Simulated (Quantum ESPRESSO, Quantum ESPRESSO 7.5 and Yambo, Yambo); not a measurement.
# A GW chain in Yambo: Sb (buckled honeycomb monolayer)

Wanted: ground state, empty states, screening and self-energy for Sb (buckled honeycomb monolayer).

Main program and level: Quantum ESPRESSO 7.5 and Yambo 5.3.0; PBE and many-body steps on it, plane waves.

**The experiments to reproduce.**

- Gap 2.21 eV: optical gap from PL emission peak; photoluminescence, 355 nm excitation; monolayer (antimonene on antimony oxide after hydrogen reduction) (“Ultrathin high-κ antimony oxide single crystals”, 2020, pmc:7237679).

### 1. The structure

The cell holds 2 atoms: 2 Sb. Its edges and angles: a = 4.127 Å, b = 4.127 Å, c = 14.000 Å, α = 90.0°, β = 90.0°, γ = 120.0°. Vacuum lies along c.

The structure was relaxed with PBE. The runs that relaxed it are not among those shown.

### 2. Ground state

This step: Quantum ESPRESSO 7.5; DFT, PBE with spin-orbit coupling, plane waves, norm-conserving pseudopotentials.

The ground-state density comes first.

pw.in reads:

```
&control
  calculation = 'scf'
  prefix = 'x'
  outdir = 'o'
  pseudo_dir = 'pseudo'
/
&system
  ibrav = 0
  nat = 2
  ntyp = 1
  ecutwfc = 88.0
  nbnd = 56
  force_symmorphic = .true.
  noncolin = .true.
  lspinorb = .true.
/
&electrons
  conv_thr = 1e-10
  electron_maxstep = 80
  mixing_beta = 0.5
/
ATOMIC_SPECIES
  Sb 121.76 Sb.upf
CELL_PARAMETERS angstrom
  4.1272254436 0.0000000001 0.0000000000
  -2.0636127219 3.5742820813 0.0000000000
  0.0000000000 0.0000000000 14.0000000000
ATOMIC_POSITIONS crystal
  Sb 0.3333333333 0.6666666667 0.4415848827
  Sb 0.6666666667 0.3333333333 0.5584151173
K_POINTS automatic
  9 9 1 0 0 0
```

Command:

```sh
> OMP_NUM_THREADS=1 mpirun -n 4 pw.x -nk 4 -in pw.in > pw.out
```

The program printed:

```text
Program PWSCF v.7.5 starts

     This program is part of the open-source Quantum ESPRESSO suite
     for quantum simulation of materials; please cite
         "P. Giannozzi et al., J. Phys.:Condens. Matter 21 395502 (2009);
         "P. Giannozzi et al., J. Phys.:Condens. Matter 29 465901 (2017);
         "P. Giannozzi et al., J. Chem. Phys. 152 154105 (2020);
     in publications or presentations arising from this work. More details at
     Message from routine setup:
     using ibrav=0 with symmetry is DISCOURAGED, use correct ibrav instead

     G-vector sticks info

     bravais-lattice index     =            0
     lattice parameter (alat)  =       7.7993  a.u.
     unit-cell volume          =    1393.7076 (a.u.)^3
     number of atoms/cell      =            2
     number of atomic types    =            1
     number of electrons       =        46.00
     number of Kohn-Sham states=           56
     kinetic-energy cutoff     =      88.0000  Ry
     charge density cutoff     =     352.0000  Ry
     scf convergence threshold =      1.0E-10
     mixing beta               =       0.5000
     number of iterations used =            8  plain     mixing
     Exchange-correlation= PBE
                           (   1   4   3   4   0   0   0)
     Non magnetic calculation with spin-orbit

     celldm(1)=   7.799326  celldm(2)=   0.000000  celldm(3)=   0.000000
     celldm(4)=   0.000000  celldm(5)=   0.000000  celldm(6)=   0.000000

     crystal axes: (cart. coord. in units of alat)
               a(1) = (   1.000000   0.000000   0.000000 )
               a(2) = (  -0.500000   0.866025   0.000000 )
               a(3) = (   0.000000   0.000000   3.392109 )

     reciprocal axes: (cart. coord. in units 2 pi/alat)
               b(1) = (  1.000000  0.577350 -0.000000 )
               b(2) = ( -0.000000  1.154701  0.000000 )
               b(3) = (  0.000000 -0.000000  0.294802 )
     Pseudo is Norm-conserving + core correction, Zval = 23.0
     Generated using ONCVPSP code by D. R. Hamann
     Using radial grid of 1468 points, 10 beta functions with:
     Sb               23.00   121.76000     Sb( 1.00)

     12 Sym. Ops., with inversion, found

   Cartesian axes

     site n.     atom                  positions (alat units)
         1        Sb     tau(   1) = (  -0.0000000   0.5773503   1.4979042  )
         2        Sb     tau(   2) = (   0.5000000   0.2886751   1.8942051  )

     number of k points=    12
                       cart. coord. in units 2pi/alat
        k(    1) = (   0.0000000   0.0000000   0.0000000), wk =   0.0123457
        k(    2) = (  -0.0000000   0.1283001   0.0000000), wk =   0.0740741
        k(    3) = (  -0.0000000   0.2566001   0.0000000), wk =   0.0740741
        k(    4) = (  -0.0000000   0.3849002   0.0000000), wk =   0.0740741
        k(    5) = (  -0.0000000   0.5132002   0.0000000), wk =   0.0740741
        k(    6) = (   0.1111111   0.1924501   0.0000000), wk =   0.0740741
        k(    7) = (   0.1111111   0.3207501   0.0000000), wk =   0.1481481
        k(    8) = (   0.1111111   0.4490502   0.0000000), wk =   0.1481481
        k(    9) = (   0.1111111   0.5773503   0.0000000), wk =   0.0740741
        k(   10) = (   0.2222222   0.3849002   0.0000000), wk =   0.0740741
        k(   11) = (   0.2222222   0.5132002   0.0000000), wk =   0.1481481
        k(   12) = (   0.3333333   0.5773503   0.0000000), wk =   0.0246914

     Dense  grid:   155503 G-vectors     FFT dimensions: (  48,  48, 160)

     Initial potential from superposition of free atoms

     starting charge      45.9988, renormalised to      46.0000
     Starting wfcs are   52 randomized atomic wfcs +    4 random wfcs

     per-process dynamical memory:   307.1 Mb

     Self-consistent Calculation

     iteration #  1     ecut=    88.00 Ry     beta= 0.50

     Threshold (ethr) on eigenvalues was too large:
     Diagonalizing with lowered threshold

     total energy              =   -1011.69983351 Ry
     estimated scf accuracy    <       0.01752633 Ry

     iteration #  2     ecut=    88.00 Ry     beta= 0.50

     total energy              =   -1011.70019275 Ry
     estimated scf accuracy    <       0.00306592 Ry

     iteration #  3     ecut=    88.00 Ry     beta= 0.50

     total energy              =   -1011.70035555 Ry
     estimated scf accuracy    <       0.00010084 Ry

     iteration #  4     ecut=    88.00 Ry     beta= 0.50

     total energy              =   -1011.70036270 Ry
     estimated scf accuracy    <       0.00001096 Ry

     iteration #  5     ecut=    88.00 Ry     beta= 0.50

     total energy              =   -1011.70036413 Ry
     estimated scf accuracy    <       0.00000037 Ry

     iteration #  6     ecut=    88.00 Ry     beta= 0.50

     total energy              =   -1011.70036421 Ry
     estimated scf accuracy    <       0.00000003 Ry

     iteration #  7     ecut=    88.00 Ry     beta= 0.50

     total energy              =   -1011.70036421 Ry
     estimated scf accuracy    <          2.1E-09 Ry

     iteration #  8     ecut=    88.00 Ry     beta= 0.50

     total energy              =   -1011.70036422 Ry
     estimated scf accuracy    <          1.3E-10 Ry

     iteration #  9     ecut=    88.00 Ry     beta= 0.50

     End of self-consistent calculation

          k = 0.0000 0.0000 0.0000 ( 19441 PWs)   bands (ev):

  -143.6641-143.6641-143.6634-143.6634-102.6175-102.6175-102.6148-102.6148
   -94.0483 -94.0483 -94.0436 -94.0436 -94.0175 -94.0175 -94.0130 -94.0130
   -29.2480 -29.2480 -29.2085 -29.2085 -29.2081 -29.2081 -29.1685 -29.1685
   -28.0282 -28.0282 -28.0163 -28.0163 -28.0071 -28.0071 -27.9027 -27.9027
   -27.9013 -27.9013 -27.8955 -27.8955 -11.2917 -11.2917  -6.3620  -6.3620
    -0.8675  -0.8675  -0.1628  -0.1628   0.1801   0.1801   1.4289   1.4289
     2.4873   2.4873   2.9500   2.9500   4.3317   4.3317   4.4344   4.4344

          k =-0.0000 0.1283 0.0000 ( 19450 PWs)   bands (ev):

  -143.6641-143.6641-143.6634-143.6634-102.6174-102.6174-102.6148-102.6148
   -94.0482 -94.0482 -94.0437 -94.0437 -94.0173 -94.0173 -94.0131 -94.0131
   -29.2469 -29.2469 -29.2143 -29.2143 -29.2015 -29.2015 -29.1687 -29.1687
   -28.0282 -28.0282 -28.0155 -28.0155 -28.0031 -28.0031 -27.9076 -27.9076
   -27.9038 -27.9038 -27.8937 -27.8937 -11.1616 -11.1616  -6.3628  -6.3628
[...]
k =-0.0000 0.2566 0.0000 ( 19454 PWs)   bands (ev):

  -143.6641-143.6641-143.6635-143.6635-102.6172-102.6172-102.6150-102.6150
[...]
-29.2441 -29.2441 -29.2188 -29.2188 -29.1943 -29.1943 -29.1693 -29.1693
   -28.0278 -28.0278 -28.0117 -28.0117 -27.9941 -27.9941 -27.9179 -27.9179
   -27.9102 -27.9102 -27.8918 -27.8918 -10.7798 -10.7798  -6.4736  -6.4736
    -2.4717  -2.4717  -1.0019  -1.0019  -0.4796  -0.4796   1.3847   1.3847
     3.2533   3.2533   3.5168   3.5168   4.8189   4.8189   4.9963   4.9963

          k =-0.0000 0.3849 0.0000 ( 19432 PWs)   bands (ev):

     [... further k-points ...]

     highest occupied, lowest unoccupied level (ev):     0.1801    1.2211

!    total energy              =   -1011.70036422 Ry
     estimated scf accuracy    <          8.2E-12 Ry

     The total energy is the sum of the following terms:
     one-electron contribution =   -2035.34619794 Ry
     hartree contribution      =     985.90606524 Ry
     xc contribution           =    -138.58310011 Ry
     ewald contribution        =     176.32286859 Ry

     convergence has been achieved in   9 iterations

     XML data file, charge density, pseudopotentials, collected wavefunctions

=------------------------------------------------------------------------------=
   JOB DONE.
=------------------------------------------------------------------------------=
```

Run time: 2.1 min. Hardware: 4 MPI ranks of Arm Neoverse V1, shared host; peak memory 2 GiB; 8.4 min of CPU time.

This step gave:

- total energy: -13764.8847 eV
- gap: 1.041 eV
- k of the valence top: 0, 0, 0
- k of the conduction bottom: 0, 0.3333, 0
- least direct gap: 1.249 eV

The gap is indirect, with the least direct gap 0.21 eV higher.

### 3. Bands along the symmetry lines

The cheap functional maps the bands first; the places of the edges decide which points the dearer methods must see.

pw.in reads:

```
&control
  calculation = 'bands'
  prefix = 'x'
  outdir = 'o'
  pseudo_dir = 'pseudo'
/
&system
  ibrav = 0
  nat = 2
  ntyp = 1
  ecutwfc = 88.0
  nbnd = 58
  force_symmorphic = .true.
  noncolin = .true.
  lspinorb = .true.
/
&electrons
  conv_thr = 1e-9
  electron_maxstep = 80
  diago_full_acc = .true.
  diago_thr_init = 5e-6
/
ATOMIC_SPECIES
  Sb 121.76 Sb.upf
CELL_PARAMETERS angstrom
  4.1272254436 0.0000000001 0.0000000000
  -2.0636127219 3.5742820813 0.0000000000
  0.0000000000 0.0000000000 14.0000000000
ATOMIC_POSITIONS crystal
  Sb 0.3333333333 0.6666666667 0.4415848827
  Sb 0.6666666667 0.3333333333 0.5584151173
K_POINTS crystal
  25
  0.00000000 0.00000000 0.00000000 1
  0.06250000 0.00000000 0.00000000 1
  0.12500000 0.00000000 0.00000000 1
  0.18750000 0.00000000 0.00000000 1
  0.25000000 0.00000000 0.00000000 1
  0.31250000 0.00000000 0.00000000 1
  0.37500000 0.00000000 0.00000000 1
  0.43750000 0.00000000 0.00000000 1
  0.50000000 0.00000000 0.00000000 1
  0.47916667 0.04166667 0.00000000 1
  0.45833333 0.08333333 0.00000000 1
  0.43750000 0.12500000 0.00000000 1
  0.41666666 0.16666666 0.00000000 1
  0.39583333 0.20833333 0.00000000 1
  0.37500000 0.25000000 0.00000000 1
  0.35416666 0.29166666 0.00000000 1
  0.33333333 0.33333333 0.00000000 1
  0.29166666 0.29166666 0.00000000 1
  0.25000000 0.25000000 0.00000000 1
  0.20833333 0.20833333 0.00000000 1
  0.16666666 0.16666666 0.00000000 1
  0.12500000 0.12500000 0.00000000 1
  0.08333333 0.08333333 0.00000000 1
  0.04166667 0.04166667 0.00000000 1
  0.00000000 0.00000000 0.00000000 1
```

The program printed:

```text
[banner, memory and clock lines left out]
Program PWSCF v.7.5 starts

     Atomic positions and unit cell read from directory:
     o/x.save/

     Message from routine setup:
     using ibrav=0 with symmetry is DISCOURAGED, use correct ibrav instead

     G-vector sticks info

     bravais-lattice index     =            0
     lattice parameter (alat)  =       7.7993  a.u.
     unit-cell volume          =    1393.7076 (a.u.)^3
     number of atoms/cell      =            2
     number of atomic types    =            1
     number of electrons       =        46.00
     number of Kohn-Sham states=           58
     kinetic-energy cutoff     =      88.0000  Ry
     charge density cutoff     =     352.0000  Ry
     Exchange-correlation= PBE
                           (   1   4   3   4   0   0   0)
     Non magnetic calculation with spin-orbit

     celldm(1)=   7.799326  celldm(2)=   0.000000  celldm(3)=   0.000000
     celldm(4)=   0.000000  celldm(5)=   0.000000  celldm(6)=   0.000000

     crystal axes: (cart. coord. in units of alat)
               a(1) = (   1.000000   0.000000   0.000000 )
               a(2) = (  -0.500000   0.866025   0.000000 )
               a(3) = (   0.000000   0.000000   3.392109 )

     reciprocal axes: (cart. coord. in units 2 pi/alat)
               b(1) = (  1.000000  0.577350 -0.000000 )
               b(2) = ( -0.000000  1.154701  0.000000 )
               b(3) = (  0.000000 -0.000000  0.294802 )
     Pseudo is Norm-conserving + core correction, Zval = 23.0
     Generated using ONCVPSP code by D. R. Hamann
     Using radial grid of 1468 points, 10 beta functions with:
     Sb               23.00   121.76000     Sb( 1.00)

     12 Sym. Ops., with inversion, found

   Cartesian axes

     site n.     atom                  positions (alat units)
         1        Sb     tau(   1) = (  -0.0000000   0.5773503   1.4979042  )
         2        Sb     tau(   2) = (   0.5000000   0.2886751   1.8942051  )

     number of k points=    25
                       cart. coord. in units 2pi/alat
        k(    1) = (   0.0000000   0.0000000   0.0000000), wk =   0.0400000
        k(    2) = (   0.0625000   0.0360844   0.0000000), wk =   0.0400000
        k(    3) = (   0.1250000   0.0721688   0.0000000), wk =   0.0400000
[...]
[... 13 further rows ...]
        k(   24) = (   0.0416667   0.0721688   0.0000000), wk =   0.0400000
        k(   25) = (   0.0000000   0.0000000   0.0000000), wk =   0.0400000

     Dense  grid:   155503 G-vectors     FFT dimensions: (  48,  48, 160)

     The potential is recalculated from file :
     o/x.save/charge-density

     Starting wfcs are   52 randomized atomic wfcs +    6 random wfcs

     Band Structure Calculation

     End of band structure calculation

          k = 0.0000 0.0000 0.0000 ( 19441 PWs)   bands (ev):

  -143.6641-143.6641-143.6634-143.6634-102.6175-102.6175-102.6147-102.6147
   -94.0483 -94.0483 -94.0436 -94.0436 -94.0175 -94.0175 -94.0130 -94.0130
   -29.2480 -29.2480 -29.2085 -29.2085 -29.2081 -29.2081 -29.1685 -29.1685
   -28.0282 -28.0282 -28.0163 -28.0163 -28.0071 -28.0071 -27.9027 -27.9027
[...]
6.3238   6.3238

          k = 0.0625 0.0361 0.0000 ( 19449 PWs)   bands (ev):

  -143.6641-143.6641-143.6634-143.6634-102.6175-102.6175-102.6148-102.6148
[...]
6.3889   6.3889

          k = 0.1250 0.0722 0.0000 ( 19442 PWs)   bands (ev):

  -143.6641-143.6641-143.6634-143.6634-102.6174-102.6174-102.6148-102.6148
[...]
6.3399   6.3399

[...]
k = 0.0417 0.0722 0.0000 ( 19453 PWs)   bands (ev):

  -143.6641-143.6641-143.6634-143.6634-102.6175-102.6175-102.6148-102.6148
[...]
6.3984   6.3984

          k = 0.0000 0.0000 0.0000 ( 19441 PWs)   bands (ev):

  -143.6641-143.6641-143.6634-143.6634-102.6175-102.6175-102.6147-102.6147
[...]
-0.8675  -0.8675  -0.1628  -0.1628   0.1801   0.1801   1.4289   1.4289
     2.4873   2.4873   2.9500   2.9500   4.3317   4.3317   4.4344   4.4344
     6.3238   6.3239

     XML data file, pseudopotentials, collected wavefunctions
```

Run time: 78 s. Hardware: 4 MPI ranks; peak memory 1.3 GiB.

Numbers from this step:

```yaml
gap: 1.024 eV
k_of_the_valence_top: 0, 0, 0
k_of_the_conduction_bottom: 0.3125, 0, 0
least_direct_gap: 1.249 eV
```

The gap is 1.024 eV, −0.017 eV from the run before at this level.

Electronic bands along the path, in eV, zero at the top of the highest filled band:

| point | band 43 | band 44 | band 45 | band 46 | band 47 | band 48 | band 49 | band 50 |
| --- | --- | --- | --- | --- | --- | --- | --- | --- |
| Γ | -0.34 | -0.34 | 0.00 | 0.00 | 1.25 | 1.25 | 2.31 | 2.31 |
| halfway | -1.30 | -1.30 | -0.71 | -0.71 | 1.10 | 1.10 | 3.09 | 3.09 |
| M | -1.99 | -1.99 | -1.54 | -1.54 | 1.37 | 1.37 | 2.22 | 2.22 |
| halfway | -2.37 | -2.37 | -1.69 | -1.69 | 1.79 | 1.79 | 2.67 | 2.67 |
| K | -2.14 | -2.14 | -1.96 | -1.96 | 1.27 | 1.27 | 3.25 | 3.25 |
| halfway | -2.10 | -2.10 | -0.77 | -0.77 | 1.91 | 1.91 | 2.47 | 2.47 |
| Γ | -0.34 | -0.34 | 0.00 | 0.00 | 1.25 | 1.25 | 2.31 | 2.31 |

### 4. Empty states on the mesh, 6×6×1 mesh, 270 bands

The sums over transitions need many empty states on a uniform mesh; this step solves for them.

pw.in reads:

```
&control
  calculation = 'nscf'
  prefix = 'x'
  outdir = 'o'
  pseudo_dir = 'pseudo'
/
&system
  ibrav = 0
  nat = 2
  ntyp = 1
  ecutwfc = 88.0
  nbnd = 270
  force_symmorphic = .true.
  noncolin = .true.
  lspinorb = .true.
/
&electrons
  conv_thr = 1e-9
  electron_maxstep = 80
  diago_full_acc = .true.
  diago_thr_init = 5e-6
/
ATOMIC_SPECIES
  Sb 121.76 Sb.upf
CELL_PARAMETERS angstrom
  4.1272254436 0.0000000001 0.0000000000
  -2.0636127219 3.5742820813 0.0000000000
  0.0000000000 0.0000000000 14.0000000000
ATOMIC_POSITIONS crystal
  Sb 0.3333333333 0.6666666667 0.4415848827
  Sb 0.6666666667 0.3333333333 0.5584151173
K_POINTS automatic
  6 6 1 0 0 0
```

The program printed:

```text
[banner, memory and clock lines left out]
Program PWSCF v.7.5 starts

     Atomic positions and unit cell read from directory:
     o/x.save/

     Message from routine setup:
     using ibrav=0 with symmetry is DISCOURAGED, use correct ibrav instead

     G-vector sticks info

     bravais-lattice index     =            0
     lattice parameter (alat)  =       7.7993  a.u.
     unit-cell volume          =    1393.7076 (a.u.)^3
     number of atoms/cell      =            2
     number of atomic types    =            1
     number of electrons       =        46.00
     number of Kohn-Sham states=          270
     kinetic-energy cutoff     =      88.0000  Ry
     charge density cutoff     =     352.0000  Ry
     Exchange-correlation= PBE
                           (   1   4   3   4   0   0   0)
     Non magnetic calculation with spin-orbit

     celldm(1)=   7.799326  celldm(2)=   0.000000  celldm(3)=   0.000000
     celldm(4)=   0.000000  celldm(5)=   0.000000  celldm(6)=   0.000000

     crystal axes: (cart. coord. in units of alat)
               a(1) = (   1.000000   0.000000   0.000000 )
               a(2) = (  -0.500000   0.866025   0.000000 )
               a(3) = (   0.000000   0.000000   3.392109 )

     reciprocal axes: (cart. coord. in units 2 pi/alat)
               b(1) = (  1.000000  0.577350 -0.000000 )
               b(2) = ( -0.000000  1.154701  0.000000 )
               b(3) = (  0.000000 -0.000000  0.294802 )
     Pseudo is Norm-conserving + core correction, Zval = 23.0
     Generated using ONCVPSP code by D. R. Hamann
     Using radial grid of 1468 points, 10 beta functions with:
     Sb               23.00   121.76000     Sb( 1.00)

     12 Sym. Ops., with inversion, found

   Cartesian axes

     site n.     atom                  positions (alat units)
         1        Sb     tau(   1) = (  -0.0000000   0.5773503   1.4979042  )
         2        Sb     tau(   2) = (   0.5000000   0.2886751   1.8942051  )

     number of k points=     7
                       cart. coord. in units 2pi/alat
        k(    1) = (   0.0000000   0.0000000   0.0000000), wk =   0.0277778
        k(    2) = (  -0.0000000   0.1924501   0.0000000), wk =   0.1666667
        k(    3) = (  -0.0000000   0.3849002   0.0000000), wk =   0.1666667
        k(    4) = (   0.0000000  -0.5773503   0.0000000), wk =   0.0833333
        k(    5) = (   0.1666667   0.2886751   0.0000000), wk =   0.1666667
        k(    6) = (   0.1666667   0.4811252   0.0000000), wk =   0.3333333
        k(    7) = (   0.3333333   0.5773503   0.0000000), wk =   0.0555556

     Dense  grid:   155503 G-vectors     FFT dimensions: (  48,  48, 160)

     The potential is recalculated from file :
     o/x.save/charge-density

     Starting wfcs are   52 randomized atomic wfcs +  218 random wfcs

     Band Structure Calculation

     End of band structure calculation

          k = 0.0000 0.0000 0.0000 ( 19441 PWs)   bands (ev):

  -143.6641-143.6641-143.6634-143.6634-102.6175-102.6175-102.6147-102.6147
   -94.0483 -94.0483 -94.0436 -94.0436 -94.0175 -94.0175 -94.0130 -94.0130
   -29.2480 -29.2480 -29.2085 -29.2085 -29.2081 -29.2081 -29.1685 -29.1685
   -28.0282 -28.0282 -28.0163 -28.0163 -28.0071 -28.0071 -27.9027 -27.9027
[...]
[... 22 further rows ...]
[...]
39.5625  39.5626  39.6127  39.6128  39.7820  39.7830

          k =-0.0000 0.1925 0.0000 ( 19426 PWs)   bands (ev):

  -143.6641-143.6641-143.6634-143.6634-102.6173-102.6173-102.6149-102.6149
[...]
[... 22 further rows ...]
[...]
38.8877  38.8877  39.1667  39.1667  39.5224  39.5224

          k =-0.0000 0.3849 0.0000 ( 19432 PWs)   bands (ev):

  -143.6640-143.6640-143.6635-143.6635-102.6169-102.6169-102.6153-102.6153
[...]
10.6364  10.6364  10.6878  10.6878  12.2043  12.2043  12.5854  12.5854
     [... 22 further rows ...]
    37.1911  37.1911  37.3237  37.3237  37.4044  37.4044  37.5954  37.5954
    37.6936  37.6936  37.7288  37.7288  38.2934  38.2934

          k = 0.0000-0.5774 0.0000 ( 19432 PWs)   bands (ev):

     [... further k-points ...]

     highest occupied, lowest unoccupied level (ev):     0.1801    1.2211

     XML data file, pseudopotentials, collected wavefunctions
```

Elapsed: 5.4 min, on 4 MPI ranks; peak memory 3.8 GiB; 22 min of CPU time.

Numbers from this step:

| Item | Value |
| --- | --- |
| gap | 1.041 eV |
| k of the valence top | 0, 0, 0 |
| k of the conduction bottom | 0, 0.3333, 0 |
| least direct gap | 1.249 eV |
| k points computed | 7 |
| lowest point of the top converged band, above the valence top | 37.50 eV |

On this mesh the gap is 1.041 eV.

(Part 1 of 2 ends here.)

[Paths, hosts, dates, memory and timing lines, banners, echoed tables and standing remarks are left out of the program output.]

[Logs are printed without paths, hosts, clocks, repeated set-up lines and the standing remarks that a program may print on its own settings, such as how far it seeks lower states.]

[Runs of the session that timed out or met a known fault of the program may be left out.]

[Hosts, paths, dates, database ids (printed as entryN), source tags and the programs' standing remarks are cut or masked in the printed files.]
